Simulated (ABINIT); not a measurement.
# CdS (Greenockite) (P6_3mc) in ABINIT: convergence with pawecutdg

Aim: find how far pawecutdg must go before the results for CdS (Greenockite) settle, at RPBE. This setting moves, with any that are tied to it; all else stays.

Everything below comes from runs of ABINIT 10.8.3 (patched build). Logs are shortened: lines on timing, memory, paths and dates and some standing lists are left out, and cuts for length are marked. The log counts tension as positive stress, the text compression.

### 1 The crystal as given

Symmetry: P6_3mc, No. 186, hexagonal system. Conventional cell: a = 4.150 Å, b = 4.150 Å, c = 6.737 Å, α = 90.00°, β = 90.00°, γ = 120.00°. Cd (site symmetry 3m) has 4 S at 2.53 to 2.54 Å as nearest neighbours. S (site symmetry 3m) has 4 Cd at 2.53 to 2.54 Å as nearest neighbours.

### 2 With pawecutdg 22.7

run.abi

```
# Pseudopotentials
pp_dirpath "./"
pseudos "Cd.LDA_PW-JTH.xml, S.LDA_PW-JTH.xml"

# Structure
acell 4.15 4.15 6.737 Angstrom
rprim
     1.0000000000     0.0000000000     0.0000000000
    -0.5000000000     0.8660254038     0.0000000000
     0.0000000000     0.0000000000     1.0000000000
ntypat 2
znucl 48 16
natom 4
typat 1 1 2 2
xred
     0.6666666667     0.3333333333     0.5000000000
     0.3333333333     0.6666666667     0.0000000000
     0.6666666667     0.3333333333     0.8750000000
     0.3333333333     0.6666666667     0.3750000000

# Plane-wave basis
ecut 598.650497 eV
pawecutdg 22.7
pawxcdev 0

# k points
kptopt 1
ngkpt 7 7 4
nshiftk 1
shiftk 0.0 0.0 0.0

# Exchange and correlation
ixc 15

# Bands and occupations
nband 22
occopt 3
tsmear 0.00183747

# SCF cycle
nstep 100
tolvrs 1.0e-9

# Output
iomode 3
prtwf 0
prtden 0
prteig 0
prtebands 0
enunit 2
```

Potentials or basis: JTH PAW LDA v2.0.

Command:

```console
$ abinit run.abi > log 2>&1
```

Run time: 70 s. Hardware: 1 thread of Arm Neoverse V2, shared host; peak memory 0.16 GiB.

Results (log left out):

| Quantity | Value |
| --- | --- |
| Free energy | -3149.9594 eV |
| Pressure | 4.3 GPa |
| Largest force | 0.070 eV/Å |
| Band gap on the k mesh | 1.35 eV, direct |
| Valence electrons inside the program's atomic spheres | Cd 10.45; S 3.58 |

### 3 With pawecutdg 26.4

Changes to run.abi since step 2:

```diff
@@ -22,3 +22,3 @@
 ecut 598.650497 eV
-pawecutdg 22.7
+pawecutdg 26.4
 pawxcdev 0
```

Potentials or basis: JTH PAW LDA v2.0.

Command:

```console
$ abinit run.abi > log 2>&1
```

It took 72 s on 1 thread of Arm Neoverse V2, shared host; peak memory 0.16 GiB.

The run converged. Its results:

```
Free energy                                           : -3149.9531 eV
Pressure                                              : 4.2 GPa
Largest force                                         : 0.070 eV/Å
Band gap on the k mesh                                : 1.35 eV, direct
Valence electrons inside the program's atomic spheres : Cd 10.46; S 3.59
```

### 4 With pawecutdg 33

Changes to run.abi since step 3:

```diff
@@ -22,3 +22,3 @@
 ecut 598.650497 eV
-pawecutdg 26.4
+pawecutdg 33.0
 pawxcdev 0
```

Command:

```console
$ abinit run.abi > log 2>&1
```

It took 72 s on 1 thread of Arm Neoverse V2, shared host; peak memory 0.18 GiB.

It converged, with:

```
Free energy                                           : -3149.9555 eV
Pressure                                              : 4.2 GPa
Largest force                                         : 0.070 eV/Å
Band gap on the k mesh                                : 1.35 eV, direct
Valence electrons inside the program's atomic spheres : Cd 10.46; S 3.59
```

### 5 With pawecutdg 39.6

Changes to run.abi since step 4:

```diff
@@ -22,3 +22,3 @@
 ecut 598.650497 eV
-pawecutdg 33.0
+pawecutdg 39.6
 pawxcdev 0
```

Command:

```console
$ abinit run.abi > log 2>&1
```

Wall time 73 s (1 thread of Arm Neoverse V2, shared host); peak memory 0.19 GiB.

Results (log left out):

- Free energy: -3149.9542 eV
- Pressure: 4.2 GPa
- Largest force: 0.071 eV/Å
- Band gap on the k mesh: 1.35 eV, direct
- Valence electrons inside the program's atomic spheres: Cd 10.46; S 3.59

### 6 With pawecutdg 48.4

Changes to run.abi since step 5:

```diff
@@ -22,3 +22,3 @@
 ecut 598.650497 eV
-pawecutdg 39.6
+pawecutdg 48.4
 pawxcdev 0
```

Potentials or basis: JTH PAW LDA v2.0.

Command:

```console
$ abinit run.abi > log 2>&1
```

It took 72 s on 1 thread of Arm Neoverse V2, shared host; peak memory 0.19 GiB.

The run converged. Its results:

```yaml
Free_energy: -3149.9538 eV
Pressure: 4.2 GPa
Largest_force: 0.070 eV/Å
Band_gap_on_the_k_mesh: 1.35 eV, direct
Valence_electrons_inside_the_program's_atomic_spheres: Cd 10.46; S 3.58
```

### 7 With pawecutdg 59.4

Changes to run.abi since step 6:

```diff
@@ -22,3 +22,3 @@
 ecut 598.650497 eV
-pawecutdg 48.4
+pawecutdg 59.4
 pawxcdev 0
```

Command:

```console
$ abinit run.abi > log 2>&1
```

Wall time 72 s (1 thread of Arm Neoverse V2, shared host); peak memory 0.24 GiB.

It converged, with:

```
Free energy                                           : -3149.9546 eV
Pressure                                              : 4.2 GPa
Largest force                                         : 0.068 eV/Å
Band gap on the k mesh                                : 1.35 eV, direct
Valence electrons inside the program's atomic spheres : Cd 10.45; S 3.58
```

### 8 With pawecutdg 72.6

Changes to run.abi since step 7:

```diff
@@ -22,3 +22,3 @@
 ecut 598.650497 eV
-pawecutdg 59.4
+pawecutdg 72.6
 pawxcdev 0
```

Potentials or basis: JTH PAW LDA v2.0.

Command:

```console
$ abinit run.abi > log 2>&1
```

run.abo:

```text
.Version 10.8.3 of ABINIT
 Symmetries : space group P6_3 m c (#186); Bravais hP (primitive hexag.)
================================================================================
 Values of the parameters that define the memory need of the present run
     intxc =       0    ionmov =       0      iscf =      17    lmnmax =      18
     lnmax =       6     mgfft =      54  mpssoang =       3    mqgrid =    4884
     natom =       4  nloc_mem =       2    nspden =       1   nspinor =       1
    nsppol =       1      nsym =      12    n1xccc =       1    ntypat =       2
    occopt =       3   xclevel =       2
       mpw =        3361          nfft =       69984          nkpt =          24
 PAW method is used; the additional fine FFT grid is defined by:
   mgfftf=       100    nfftf =    409600
================================================================================
================================================================================

--------------------------------------------------------------------------------
------------- Echo of variables that govern the present computation ------------
--------------------------------------------------------------------------------
 -outvars: echo values of preprocessed input variables --------
            acell      7.8423634225E+00  7.8423634225E+00  1.2731084910E+01 Bohr
              amu      1.12411000E+02  3.20660000E+01
             ecut      2.20000000E+01 Hartree
           enunit           2
              ixc          15
         kptrlatt        7    0    0      0    7    0      0    0    4
          kptrlen      5.09243396E+01
            natom           4
            nband          22
            ngfft          36      36      54
          ngfftdg          64      64     100
             nkpt          24
            nstep         100
             nsym          12
           ntypat           2
           occopt           3
        pawecutdg      7.26000000E+01 Hartree
         pawxcdev           0
           prtden           0
        prtebands           0
           prteig           0
            prtwf           0
            rprim      1.0000000000E+00  0.0000000000E+00  0.0000000000E+00
                      -5.0000000000E-01  8.6602540380E-01  0.0000000000E+00
                       0.0000000000E+00  0.0000000000E+00  1.0000000000E+00
          spgroup         186
           tolvrs      1.00000000E-09
           tsmear      1.83747000E-03 Hartree
            typat      1  1  2  2
           useylm           1
           xangst      2.0750000000E+00  1.1980018086E+00  3.3685000000E+00
                       7.0616276948E-17  2.3960036172E+00  0.0000000000E+00
                       2.0750000000E+00  1.1980018086E+00  5.8948750000E+00
                       7.0616276948E-17  2.3960036172E+00  2.5263750000E+00
            xcart      3.9211817113E+00  2.2638953166E+00  6.3655424551E+00
                       1.3344542346E-16  4.5277906332E+00  0.0000000000E+00
                       3.9211817113E+00  2.2638953166E+00  1.1139699296E+01
                       1.3344542346E-16  4.5277906332E+00  4.7741568413E+00
             xred      6.6666666667E-01  3.3333333333E-01  5.0000000000E-01
                       3.3333333333E-01  6.6666666667E-01  0.0000000000E+00
                       6.6666666667E-01  3.3333333333E-01  8.7500000000E-01
[... 167 lines left out ...]
 Eigenvalues (hartree) for nkpt=  24  k points:
 kpt#   1, nband= 22, wtk=  0.00510, kpt=  0.0000  0.0000  0.0000 (reduced coord)
  -0.31604   -0.30059   -0.14669   -0.14593   -0.14593   -0.14279   -0.14279   -0.13142
  -0.13142   -0.12817   -0.12817   -0.11570   -0.02171    0.10773    0.10773    0.13382
   0.13532    0.13532    0.18486    0.24202    0.37517    0.37517
      occupation numbers for kpt#   1
   2.00000    2.00000    2.00000    2.00000    2.00000    2.00000    2.00000    2.00000
   2.00000    2.00000    2.00000    2.00000    2.00000    2.00000    2.00000    2.00000
   2.00000    2.00000    0.00001    0.00000    0.00000    0.00000
 prteigrs : prtvol=0 or 1, do not print more k-points.

 Fermi (or HOMO) energy (eV) =   4.38715   Average Vxc (eV)=  -8.62858
 Eigenvalues (   eV  ) for nkpt=  24  k points:
 kpt#   1, nband= 22, wtk=  0.00510, kpt=  0.0000  0.0000  0.0000 (reduced coord)
  -8.59980   -8.17953   -3.99172   -3.97083   -3.97083   -3.88563   -3.88563   -3.57606
  -3.57606   -3.48780   -3.48780   -3.14829   -0.59073    2.93153    2.93153    3.64155
   3.68215    3.68215    5.03037    6.58561   10.20877   10.20883
 prteigrs : prtvol=0 or 1, do not print more k-points.

--- !EnergyTerms
iteration_state     : {dtset: 1, }
comment             : Components of total free energy in Hartree
kinetic             :  3.45344412556360E+01
hartree             :  2.89413436800369E+01
xc                  : -1.38531289136253E+01
Ewald energy        : -8.48816927458047E+01
psp_core            :  2.93546026666725E+00
local_psp           : -9.02547941175647E+01
PAW spherical_terms :  6.81968333266987E+00
internal            : -1.15758687241985E+02
'-kT*entropy'       : -1.45161724416361E-09
total_energy        : -1.15758687243436E+02
total_energy_eV     : -3.14995434990886E+03
...

--- !EnergyTermsDC
iteration_state     : {dtset: 1, }
comment             : '"Double-counting" decomposition of free energy'
band_energy         : -3.11807150791328E+00
Ewald energy        : -8.48816927458047E+01
psp_core            :  2.93546026666725E+00
xc_dc               : -2.74561640618515E+01
PAW spherical_terms : -3.23822290339432E+00
internal            : -1.15758690952297E+02
'-kT*entropy'       : -1.45161724416361E-09
total_energy_dc     : -1.15758690953748E+02
total_energy_dc_eV  : -3.14995445087159E+03
...

--- !EnergyTermsWithPAWCore
iteration_state     : {dtset: 1, }
comment             : 'Components of total free energy, including PAW core contributions'
Total energy        : -1.19886433746485E+04
Total energy DC     : -1.19886433783589E+04
Total energy (eV)   : -3.26227605432883E+05
Total energy DC (eV): -3.26227605533845E+05
...

 Cartesian components of stress tensor (hartree/bohr^3)
  sigma(1 1)= -1.34672609E-04  sigma(3 2)=  0.00000000E+00
  sigma(2 2)= -1.34672609E-04  sigma(3 1)=  0.00000000E+00
  sigma(3 3)= -1.56354805E-04  sigma(2 1)=  0.00000000E+00

-Cartesian components of stress tensor (GPa)         [Pressure=  4.1748E+00 GPa]
- sigma(1 1)= -3.96220494E+00  sigma(3 2)=  0.00000000E+00
- sigma(2 2)= -3.96220495E+00  sigma(3 1)=  0.00000000E+00
- sigma(3 3)= -4.60011720E+00  sigma(2 1)=  0.00000000E+00

== END DATASET(S) ==============================================================
================================================================================

 -outvars: echo values of variables after computation  --------
            acell      7.8423634225E+00  7.8423634225E+00  1.2731084910E+01 Bohr
           etotal     -1.1575869095E+02
            fcart     -0.0000000000E+00 -0.0000000000E+00 -1.3604188825E-03
                      -0.0000000000E+00 -0.0000000000E+00 -1.3604188825E-03
                      -0.0000000000E+00 -0.0000000000E+00  1.3604188825E-03
                      -0.0000000000E+00 -0.0000000000E+00  1.3604188825E-03
            rprim      1.0000000000E+00  0.0000000000E+00  0.0000000000E+00
                      -5.0000000000E-01  8.6602540380E-01  0.0000000000E+00
                       0.0000000000E+00  0.0000000000E+00  1.0000000000E+00
           strten     -1.3467260875E-04 -1.3467260890E-04 -1.5635480549E-04
                       0.0000000000E+00  0.0000000000E+00  0.0000000000E+00
           xangst      2.0750000000E+00  1.1980018086E+00  3.3685000000E+00
                       7.0616276948E-17  2.3960036172E+00  0.0000000000E+00
                       2.0750000000E+00  1.1980018086E+00  5.8948750000E+00
                       7.0616276948E-17  2.3960036172E+00  2.5263750000E+00
             xred      6.6666666667E-01  3.3333333333E-01  5.0000000000E-01
                       3.3333333333E-01  6.6666666667E-01  0.0000000000E+00
                       6.6666666667E-01  3.3333333333E-01  8.7500000000E-01
                       3.3333333333E-01  6.6666666667E-01  3.7500000000E-01
 Calculation completed.
```

Run time: 72 s. Hardware: 1 thread of Arm Neoverse V2, shared host; peak memory 0.27 GiB.

What came out:

| Item | Value |
| --- | --- |
| Free energy | -3149.9545 eV |
| Pressure | 4.2 GPa |
| Largest force | 0.070 eV/Å |
| Band gap on the k mesh | 1.35 eV, direct |
| Valence electrons inside the program's atomic spheres | Cd 10.45; S 3.59 |

### 9 Summary

| pawecutdg | energy less the tightest run, at zero smearing (meV/atom) | pressure (GPa) | largest force (eV/Å) | SCF cycles | CPU time (s) | peak memory (GiB) |
| --- | --- | --- | --- | --- | --- | --- |
| 22.7 | -1.25 | 4.26 | 0.070 | 13 | 70 | 0.16 |
| 26.4 | 0.33 | 4.15 | 0.070 | 13 | 72 | 0.16 |
| 33 | -0.26 | 4.19 | 0.070 | 13 | 72 | 0.18 |
| 39.6 | 0.07 | 4.16 | 0.071 | 13 | 73 | 0.19 |
| 48.4 | 0.15 | 4.19 | 0.070 | 13 | 72 | 0.19 |
| 59.4 | -0.03 | 4.18 | 0.068 | 13 | 72 | 0.24 |
| 72.6 | 0.00 | 4.17 | 0.070 | 13 | 72 | 0.27 |

Against the tightest run, the energy stays within 1 meV/atom from 26.4 on; the pressure stays within 0.1 GPa from 22.7 on; the largest force stays within 0.005 eV/Å from 22.7 on. The tightest run that finished is the yardstick and may itself not be fully converged.

Caveats: the PAW data sets were made with another functional, which shifts forces and pressure a little.
